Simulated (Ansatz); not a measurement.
GaSb built on the zincblende prototype, relaxed with r2SCAN. The symmetry is F-43m (No. 216, cubic); a = 6.132 Å in the conventional setting, 28.82 Å³ an atom. Ga has 4 Sb at 2.66 Å; Sb has 4 Ga at 2.66 Å.

```cif
data_structure
_symmetry_space_group_name_H-M 'F-43m'
_symmetry_Int_Tables_number 216
_cell_length_a 6.1318
_cell_length_b 6.1318
_cell_length_c 6.1318
_cell_angle_alpha 90.000
_cell_angle_beta 90.000
_cell_angle_gamma 90.000
_cell_volume 230.54
loop_
_atom_site_label
_atom_site_type_symbol
_atom_site_symmetry_multiplicity
_atom_site_Wyckoff_symbol
_atom_site_fract_x
_atom_site_fract_y
_atom_site_fract_z
_atom_site_occupancy
Ga1 Ga 4 a 0.00000 0.00000 0.00000 1
Sb1 Sb 4 d 0.25000 0.25000 0.75000 1
```

3 runs of the PAW code Ansatz on this cell differ in the functional (and in the settings that go with it). Levels are in eV from each run's valence top; v1 is the last filled band, c1 the first empty one.

Run A, mean stress +0.2 GPa (compression positive):
```
point      v4     v3     v2     v1    c1    c2
    Γ  -12.56   0.00   0.00   0.00  0.77  3.44
    X   -9.85  -7.37  -2.77  -2.77  1.45  1.78
    U   -9.92  -7.16  -3.88  -2.35  1.97  4.60
```

Run B, mean stress +2.0 GPa (compression positive):
```
point      v4     v3     v2     v1    c1    c2
    Γ  -11.43  -0.01   0.00   0.00  0.00  2.79
    X   -9.01  -6.77  -2.55  -2.55  0.92  1.27
    U   -9.07  -6.59  -3.57  -2.17  1.42  3.88
```

Run C, mean stress 0.0 GPa (compression positive):
```
point      v4     v3     v2     v1    c1    c2
    Γ  -11.88   0.00   0.00   0.00  0.41  2.99
    X   -9.30  -7.00  -2.67  -2.67  1.14  1.50
    U   -9.37  -6.81  -3.71  -2.27  1.66  4.20
```

Question: Match the runs to PBE, r2SCAN, HSE06.

Answer: A is HSE06, B is PBE, C is r2SCAN. In order of the gap: PBE 0, r2SCAN 0.41, HSE06 0.77 eV.

No spin polarisation and no zero-point or thermal motion.

No spin-orbit coupling is included; it can move band edges with weight on the heavy atoms by tenths of an eV.

The stress of a hybrid is loosely converged in these runs.

The meshes of the hybrids are coarse, so their gaps aren't converged to the digits shown.
